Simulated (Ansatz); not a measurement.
TePb, 2 atoms in the cell. The structure is cubic, space group Fm-3m (No. 225). Conventional cell: a = 6.462 Å, b = 6.462 Å, c = 6.462 Å, α = 90.00°, β = 90.00°, γ = 90.00°. Pb (site symmetry m-3m) has 6 Te at 3.23 Å as nearest neighbours. Te (site symmetry m-3m) is surrounded by 6 Pb at 3.23 Å. 

```yaml
Program: Ansatz 0.2.0
Task: electric field gradients
Functional: PBEsol
Potentials_or_basis: all-electron PAW datasets made for the crystal
Cutoff: 240 eV (chosen from the basis error)
k_mesh: 7 × 7 × 7
Occupations: methfessel-paxton, width 0.001 eV
Spin: no spin polarisation
Crystal_symmetry: detect False
```

Potentials or basis: all-electron PAW datasets made for the crystal.

Command:

```bash
$ ansatz run input.yaml --threads 1 --pin off --max-ram 2560MiB --backend cpu --events-out ev --progress --plain --runs-dir out
```

Hardware: 1 thread of Arm Neoverse V1 (shared host).

Task: Estimate the wall time of this run.

Result: Run time: 32 s on 1 thread of Arm Neoverse V1, on a shared host, peak memory 0.9 GiB. Counts: scf iterations 7, plane waves 537, k points 172, bands 14.
